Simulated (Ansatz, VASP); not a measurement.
# Sn32HO64 (interstitial H+ in rutile SnO2) in two plane-wave programs

Aim: how closely do two programs agree when they are given the same cell, functional and k mesh? The cell is taken from a series of runs on this material, whose earlier steps may have relaxed, scaled, displaced or heated it; both programs get it as it stands.

Program: Ansatz 0.2.0. Level of theory: plane waves, with VASP 6.6.1 beside it; single point at HSE06. Results are calculated unless marked as measured.

### Step 1. Set-up

The cell holds 97 atoms: 32 Sn, 64 O and 1 H. Its edges and angles: a = 11.625 Å, b = 11.625 Å, c = 13.653 Å, α = 54.0°, β = 54.0°, γ = 71.9°. It derives from SnO2 (SnO2 (P4_2/mnm)). Nearest the centre at fractional (0.278, 0.472, 0.699): H97 at 0.36 Å, O44 at 0.79 Å, O89 at 2.35 Å, O42 at 2.35 Å, O63 at 2.41 Å, Sn29 at 2.42 Å, Sn6 at 2.42 Å, Sn15 at 2.50 Å. The cell carries charge +1.

### Step 2. Ansatz: single point, HSE06

Ansatz runs on its default PAW (the set named soft_2) files.

With cell and atoms fixed, the geometry can't cause a difference; cores, projectors, grids and the points listed under the comparison can.

Input file input.yaml:

```yaml
crystal:
  lattice:
    - [0.0, 9.65382872, 6.47657153]
    - [9.65382872, 0.0, 6.47657153]
    - [9.65382872, 9.65382872, 0.0]
  atoms:
    - { symbol: Sn, position: [-0.001729551, -0.001303512, 0.001271936] }
    - { symbol: Sn, position: [0.25135909, 0.248959333, 0.250321378] }
    - { symbol: Sn, position: [0.124664347, 0.124584768, 0.124897629] }
    - { symbol: Sn, position: [0.375239597, 0.374621981, 0.374739886] }
[... 1 atom line left out ...]
    - { symbol: O, position: [0.25027573, 0.24924872, 0.404924314] }
[... 1 atom line left out ...]
    - { symbol: O, position: [0.280137617, 0.469723691, 0.124947676] }
    - { symbol: O, position: [-0.000914991, 0.00127124, 0.345851406] }
    - { symbol: O, position: [0.24975513, 0.249300864, 0.096495159] }
[... 1 atom line left out ...]
    - { symbol: O, position: [0.471917648, 0.277943871, 0.124650871] }
    - { symbol: Sn, position: [-0.00188343, 0.004243794, 0.498522994] }
    - { symbol: Sn, position: [0.251581674, 0.237664062, 0.75510216] }
    - { symbol: Sn, position: [0.124565682, 0.124769456, 0.625421925] }
[... 7 atom lines left out ...]
    - { symbol: O, position: [0.220047728, 0.022629651, 0.877904655] }
    - { symbol: O, position: [0.469281117, 0.280580372, 0.623778769] }
[... 1 atom line left out ...]
    - { symbol: Sn, position: [0.249711211, 0.749709218, 0.248869173] }
[... 2 atom lines left out ...]
    - { symbol: O, position: [0.00283883, 0.498863665, 0.151607916] }
[... 1 atom line left out ...]
    - { symbol: O, position: [0.028651754, 0.721209836, 0.375547492] }
[... 1 atom line left out ...]
    - { symbol: O, position: [0.001295866, 0.499636536, 0.344836339] }
[... 4 atom lines left out ...]
    - { symbol: Sn, position: [0.249752254, 0.750151499, 0.749160626] }
[... 3 atom lines left out ...]
    - { symbol: O, position: [0.250998014, 0.747022325, 0.903448985] }
    - { symbol: O, position: [0.029230746, 0.720631122, 0.874408285] }
    - { symbol: O, position: [0.278496189, 0.971402578, 0.625095732] }
[... 1 atom line left out ...]
    - { symbol: O, position: [0.246750434, 0.749965046, 0.596081522] }
    - { symbol: O, position: [0.223255715, 0.526606514, 0.866477377] }
    - { symbol: O, position: [0.470523298, 0.77826813, 0.624049081] }
[... 1 atom line left out ...]
    - { symbol: Sn, position: [0.749985785, 0.249999287, 0.249386682] }
[... 4 atom lines left out ...]
    - { symbol: O, position: [0.528533761, 0.22132731, 0.375174685] }
[... 1 atom line left out ...]
    - { symbol: O, position: [0.499767245, -0.000645251, 0.346036094] }
    - { symbol: O, position: [0.750506636, 0.250094647, 0.095296426] }
    - { symbol: O, position: [0.720761352, 0.029100066, 0.374713148] }
[... 1 atom line left out ...]
    - { symbol: Sn, position: [0.499862234, -0.000124727, 0.499510406] }
    - { symbol: Sn, position: [0.751105286, 0.249602741, 0.749235283] }
    - { symbol: Sn, position: [0.625214365, 0.124647111, 0.624581802] }
    - { symbol: Sn, position: [0.875518525, 0.374720801, 0.874481726] }
[... 7 atom lines left out ...]
    - { symbol: O, position: [0.971859151, 0.279108378, 0.624266669] }
[... 2 atom lines left out ...]
    - { symbol: Sn, position: [0.625092434, 0.625295874, 0.124895185] }
[... 1 atom line left out ...]
    - { symbol: O, position: [0.50061287, 0.499585656, 0.154587218] }
    - { symbol: O, position: [0.750246104, 0.749912771, 0.403384681] }
[... 3 atom lines left out ...]
    - { symbol: O, position: [0.749904143, 0.750169895, 0.095879645] }
    - { symbol: O, position: [0.727231255, 0.529813722, 0.370720691] }
[... 1 atom line left out ...]
    - { symbol: Sn, position: [0.512197012, 0.498280462, 0.494486235] }
[... 1 atom line left out ...]
    - { symbol: Sn, position: [0.625276624, 0.625196797, 0.624285248] }
[... 1 atom line left out ...]
    - { symbol: O, position: [0.500223335, 0.497869026, 0.653609393] }
[... 3 atom lines left out ...]
    - { symbol: O, position: [0.500560335, 0.500106348, 0.845689674] }
[... 2 atom lines left out ...]
    - { symbol: O, position: [0.965256722, 0.784605144, 0.623701857] }
    - { symbol: H, position: [0.267112517, 0.482748653, 0.723161764] }
total_charge: 1
basis:
  ecutwfc: 420
  xc_grid: 2
hamiltonian:
  xc: hse06
kpoints:
  mp_grid: { grid: [1, 1, 1] }
scf:
  occupations: { method: fermi_dirac, width: 0.01 }
  max_iter: 120
output:
  forces: true
checkpoint:
  read: "../relax.run"
```

Run with:

```sh
$ ansatz run input.yaml --threads 32 --pin off --max-ram 84787MiB --backend cuda --events-out ev --progress --plain --runs-dir out --max-vram 78GiB
```

The program printed:

```text
Warning: the atoms were moved onto the symmetric positions of the space group found under crystal.symmetry.tolerance 1.0e-5 (fractional; no operation is sought that the atoms, as they stand in a round [...]
Warning: checkpoint.read: the run can stay near the saved state's solution: 2 site(s) moved relative to the saved geometry (max |Δs| = 1.032e-2 fractional); the SCF starts from the saved state under ` [...]
[...]
Engine: ansatz 0.2.0, aarch64-unknown-linux-gnu
[...]
Pseudopotential: Sn, paw, valence charge 14, recommended cutoff 420 eV (normal), Sn.paw.azcp
Pseudopotential: O, paw, valence charge 6, recommended cutoff 420 eV (normal), O.paw.azcp
Pseudopotential: H, paw, valence charge 1, recommended cutoff 420 eV (normal), H.paw.azcp
Functional definition: HSE06
[...]
Crystal: 97 atoms, lattice volume = 1207.186 Å³
Basis set: ecut = 420 eV, 23633 PW (Γ), exchange–correlation on 160×160×192 points (8 copies of the dense FFT grid, shifted against one another)
Bands: 513, of which v1, the nominal top of the filled ones, is band 416 counted from 1 (415 counted from 0)
[...]
SCF iter   2: F=-229232.262899 eV  HF=-229232.262899 eV  |Δ(HF+E_count)|=   7.97e-9  Δρ=3.13e-7  dr2=3.00e-9 sched 2.35e-12)  Hψ=1109
SCF 4 converged in 2 iterations: F = -229232.262899 eV  dr2 = 3.00e-9
[...]
hybrid outer 3: dexx = +1.249e-8 eV, tail = 7.42e-9 eV, Δε = 6.10e-5 eV (about 8.59e-6 eV left of the loop's levels), ΔF = 1.81e-4 eV/Å (tail 2.13e-4)
hybrid SCF converged: 3 outer / 14 inner (+7 warm-up), last move |dexx| = 1.25e-8 eV, tail = 7.42e-9 eV
[...]
Free energy (F): -229232.262899 eV
[...]
Fermi energy:    8.641355 eV
--- Per-component energies (eV) ---
[...]
--- Forces (eV/Å), atoms counted from 1 ---
[...]
--- Band table (eV) ---
[...]
```

### Step 3. VASP: single point, HSE06

The same cell, functional, mesh and smearing now go to VASP, with its own data sets.

Lines of VASP's logs that name or quote its potential files are left out, and so is its time.

The run reads the wave functions of an earlier VASP run, which isn't shown here.

Input file INCAR:

```
SYSTEM = Sn32HO64
PREC = Accurate
ENCUT = 520
EDIFF = 1E-06
NELM = 100
ISMEAR = -1
SIGMA = 0.01
LREAL = Auto
ALGO = Normal
LHFCALC = .TRUE.
AEXX = 0.25
GGA = PE
HFSCREEN = 0.208
LASPH = .TRUE.
NELECT = 832
NBANDS = 483
PRECFOCK = Fast
LORBIT = 11
LWAVE = .FALSE.
LCHARG = .FALSE.
ISIF = 2
```

Input file POSCAR:

```
Sn32HO64
1.0
    0.0000000000      9.6538287235      6.4765715295
    9.6538287235      0.0000000000      6.4765715295
    9.6538287235      9.6538287235      0.0000000000
Sn O H
32 64 1
Direct
    0.9982704490      0.9986964880      0.0012719360
    0.2513590900      0.2489593330      0.2503213780
    0.1246643470      0.1245847680      0.1248976290
    0.3752395970      0.3746219810      0.3747398860
[... 1 atom line left out ...]
    0.2515816740      0.2376640620      0.7551021600
[... 1 atom line left out ...]
    0.3782594840      0.3716022690      0.8780709190
    0.9997099060      0.5001094160      0.9992029660
    0.2497112110      0.7497092180      0.2488691730
[... 1 atom line left out ...]
    0.3751412890      0.8743430890      0.3748589760
    0.0001522860      0.5001502740      0.4984282390
    0.2497522540      0.7501514990      0.7491606260
    0.1123403180      0.6375207350      0.6217277810
[... 7 atom lines left out ...]
    0.6252143650      0.1246471110      0.6245818020
    0.8755185250      0.3747208010      0.8744817260
[... 1 atom line left out ...]
    0.7511651290      0.7515907860      0.2483774150
[... 2 atom lines left out ...]
    0.5121970120      0.4982804620      0.4944862350
[... 1 atom line left out ...]
    0.6252766240      0.6251967970      0.6242852480
[... 1 atom line left out ...]
    0.9999487300      0.9996156060      0.1536818010
[... 4 atom lines left out ...]
    0.2497551300      0.2493008640      0.0964951590
[... 3 atom lines left out ...]
    0.2519930500      0.2496375360      0.9018407280
    0.0310147430      0.2201273790      0.8747063550
    0.2753488820      0.4745124590      0.6409323850
[... 1 atom line left out ...]
    0.2495112100      0.2525226010      0.5972731150
    0.2200477280      0.0226296510      0.8779046550
    0.4692811170      0.2805803720      0.6237787690
[... 1 atom line left out ...]
    0.2492825910      0.7482576100      0.4044896680
[... 4 atom lines left out ...]
    0.2214604580      0.5284010810      0.3752884510
[... 1 atom line left out ...]
    0.0016036420      0.5005789660      0.6521685140
    0.2509980140      0.7470223250      0.9034489850
    0.0292307460      0.7206311220      0.8744082850
[... 1 atom line left out ...]
    0.9998966770      0.5031112040      0.8429355570
    0.2467504340      0.7499650460      0.5960815220
    0.2232557150      0.5266065140      0.8664773770
    0.4705232980      0.7782681300      0.6240490810
[... 7 atom lines left out ...]
    0.9715936700      0.2793383450      0.1229783870
[... 2 atom lines left out ...]
    0.5298985940      0.2199627050      0.8755067890
[... 1 atom line left out ...]
    0.4984016540      0.0008410530      0.8457504050
    0.7490204610      0.2514594070      0.5951317220
[... 3 atom lines left out ...]
    0.7502461040      0.7499127710      0.4033846810
    0.5297340790      0.7188477750      0.3759869220
[... 1 atom line left out ...]
    0.4973392230      0.5003505640      0.3494448390
[... 1 atom line left out ...]
    0.7272312550      0.5298137220      0.3707206910
[... 1 atom line left out ...]
    0.5002233350      0.4978690260      0.6536093930
[... 3 atom lines left out ...]
    0.5005603350      0.5001063480      0.8456896740
[... 2 atom lines left out ...]
    0.9652567220      0.7846051440      0.6237018570
    0.2671125170      0.4827486530      0.7231617640
```

Input file KPOINTS:

```
Automatic mesh
0
Gamma
1 1 1
0 0 0
```

PAW data sets: Sn_d, O and H (PBE family, release 64).

Run with:

```sh
$ export OMP_NUM_THREADS=3
$ mpirun -np 1 vasp_gam
```

The program printed:

```text
[banner, memory and clock lines left out]
running    1 mpi-ranks, on    1 nodes
[...]
Offloading initialized ...    1 GPUs detected
[...]
LDA part: xc-table for (Slater+PW92), standard interpolation
 found WAVECAR, reading the header
 POSCAR, INCAR and KPOINTS ok, starting setup
[...]
reading WAVECAR
 the WAVECAR file was read successfully
 initial charge from wavefunction
 entering main loop
       N       E                     dE             d eps       ncg     rms          rms(c)
DAV:   1    -0.766548386315E+03   -0.76655E+03   -0.19047E+01  1124   0.102E+01    0.556E+00
DAV:   2    -0.766956950367E+03   -0.40856E+00   -0.19917E+00  1220   0.272E+00    0.453E+00
DAV:   3    -0.766886922145E+03    0.70028E-01   -0.14318E-01  1524   0.108E+00    0.296E+00
DAV:   4    -0.766873940852E+03    0.12981E-01   -0.44786E-02  1292   0.448E-01    0.181E+00
[...]
DAV:  13    -0.766866978327E+03   -0.19053E-05   -0.99083E-07   572   0.341E-03    0.174E-02
DAV:  14    -0.766866979588E+03   -0.12603E-05   -0.53022E-07   564   0.264E-03    0.105E-02
DAV:  15    -0.766866980414E+03   -0.82616E-06   -0.32151E-07   564   0.208E-03
   1 F= -.76686698E+03 E0= -.76686698E+03  d E =-.219141E-10
```

From OUTCAR (step 3):

```text
  Total      -69.2358984    -65.0793300    -85.1744872     -7.0506306      0.0000000      0.0000000
  in kB      -91.8898565    -86.3732607   -113.0435452     -9.3575941      0.0000000      0.0000000
  external PRESSURE =     -97.1022208 kB  Pullay stress =       0.0000000 kB

 POSITION                                       TOTAL-FORCE (eV/Angst)
 -----------------------------------------------------------------------------------
      9.65352      9.64941     12.93350         0.006031     -0.001957      0.016916
      4.81997      4.84314      3.24035         0.015164      0.020730     -0.009654
      2.40846      2.40923      1.61428        -0.006748      0.015183     -0.026923
      7.23421      7.24017      4.85653         0.022996      0.015578      0.000000
      4.85362     14.44830      6.49186        -0.005968      0.003213     -0.016249
      9.58400      9.71835      3.16864         0.089102     -0.097766      0.166744
[...]
3.35106     12.98379      6.47888         0.012512      0.009657      0.005353
      3.33826      3.34264      3.23217         0.015499     -0.008327      0.014133
      3.89622      5.74895      1.61139        -0.015604      0.010340      0.000813
      3.88658      5.75917      4.85653        -0.012340      0.008226      0.000000
      6.31174     15.95614      6.47674        -0.014329     -0.007066     -0.006944
     11.11617     11.13891      3.24885         0.042328      0.019047      0.018750
     10.56934      8.74368      1.62654         0.023948     -0.019331     -0.024786
[...]
-----------------------------------------------------------------------------------
    total drift:                               -0.002461      0.028309     -0.006194

  FREE ENERGIE OF THE ION-ELECTRON SYSTEM (eV)
  ---------------------------------------------------
  free  energy   TOTEN  =      -766.8669804137 eV

  energy  without entropy=     -766.8669804137  energy(sigma->0) =     -766.86698041

[... 3 further parts left out ...]
[key lines of the parts left out:]
E-fermi :   4.4528
```

The run ends at a pressure of -9.71 GPa, with forces up to 3.7 eV/Å.

### Step 4. Differences

Known differences besides the potentials themselves: exact exchange at q = 0 is treated differently, which shows on coarse meshes; VASP keeps PBE cores, Ansatz makes them for the functional; the cutoff is 420 eV in Ansatz and 520 eV in VASP (PREC = Accurate, projectors in real space); VASP takes a coarser grid for exact exchange (PRECFOCK = Fast). Total energies have different zeros and are not compared.

Both answers:

| quantity | Ansatz | VASP | difference |
| --- | --- | --- | --- |
| gap on the k mesh (eV) | 2.418 | 2.411 | +0.007 |

Forces on 8 of the 97 atoms, those with the largest forces and the largest differences (eV/Å; atoms numbered as in POSCAR):

| atom | Ansatz x, y, z | VASP x, y, z |
| --- | --- | --- |
| Sn6 | 0.092, -0.091, 0.159 | 0.089, -0.098, 0.167 |
| Sn8 | -0.091, 0.210, 0.000 | -0.090, 0.204, 0.000 |
| Sn15 | -0.139, 0.165, 0.000 | -0.143, 0.156, 0.000 |
| Sn29 | 0.092, -0.091, -0.159 | 0.089, -0.098, -0.167 |
| O44 | 2.917, 2.425, 0.000 | 2.859, 2.375, 0.000 |
| O63 | -0.240, -0.079, 0.000 | -0.264, -0.072, 0.000 |
| O83 | 0.003, 0.004, 0.029 | 0.024, -0.019, 0.025 |
| H97 | -2.855, -2.520, 0.000 | -2.771, -2.454, 0.000 |

The forces differ by 13 meV/Å r.m.s., which is 4.1 % of the r.m.s. force of 0.310 eV/Å (both taken over all components). A gap on the mesh is an upper bound, since the band edges may lie between its points. The cell carries a charge of +1 e against a uniform background, so its pressure also hangs on how the neutralising background is counted, and in a defect's cell a gap may be the spacing between its levels.

### Step 5. Summary of results

- r.m.s. force difference (single point, HSE06): 4.1 % of the r.m.s. force

What this shows: The r.m.s. force difference is 4.1 % of the r.m.s. force (single point, HSE06), beyond the 3 % picked in this series as the mark of a large difference. What causes the difference of the single point, HSE06 pair stays open here. How closely two codes agree says nothing of how well the functional describes the real material.

[Lines on the potential files, build, host, timing and source positions are cut from VASP's logs without a mark.]

[Logs are printed without paths, hosts, clocks, repeated set-up lines and the standing remarks that a program may print on its own settings, such as how far it seeks lower states.]

[Hosts, paths, dates, database ids (printed as entryN), source tags and the programs' standing remarks are cut or masked in the printed files.]
